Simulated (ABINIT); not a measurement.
A run of ABINIT 10.8.3 (patched build) is set up as follows.

File run.abi:

```
pp_dirpath "./"
pseudos "Sr.GGA_PBE-JTH.xml, O.GGA_PBE-JTH.xml"

acell 6.8583759662 6.8583759662 6.8583759662
rprim
     0.0000000000     0.7071067812     0.7071067812
     0.7071067812     0.0000000000     0.7071067812
     0.7071067812     0.7071067812     0.0000000000
ntypat 2
znucl 38 8
natom 2
typat 1 2
xred
     0.4980420000     0.4967900000     0.5061100000
     0.0223730000    -0.0020820000    -0.0049030000
chkprim 0
chksymtnons 0
tolsym 1.0e-6

ecut 23.0
pawecutdg 45.0

kptopt 1
ngkpt 9 9 9
nshiftk 1
shiftk 0.0 0.0 0.0

ixc 11

nband 12
occopt 3
tsmear 0.00183747

nstep 100
tolvrs 1.0e-9

iomode 3
prtwf 0
prtden 0
prteig 0
prtebands 0
```

Potentials or basis: JTH PAW PBE v2.0.

Command:

```sh
$ abinit run.abi > log 2>&1
```

Question: What does it give for the band gap on the k mesh?

Answer: 3.40 eV, indirect (least direct gap 3.47 eV).

Question: Predict the largest force.

Answer: 0.174 eV/Å.

Stress tensor (GPa, compression positive):
```
 3.05  0.02  0.02
 0.02  3.11 -0.04
 0.02 -0.04  3.46
```

Caveat: an odd mesh through Γ misses points on the zone boundary, where band edges often lie.
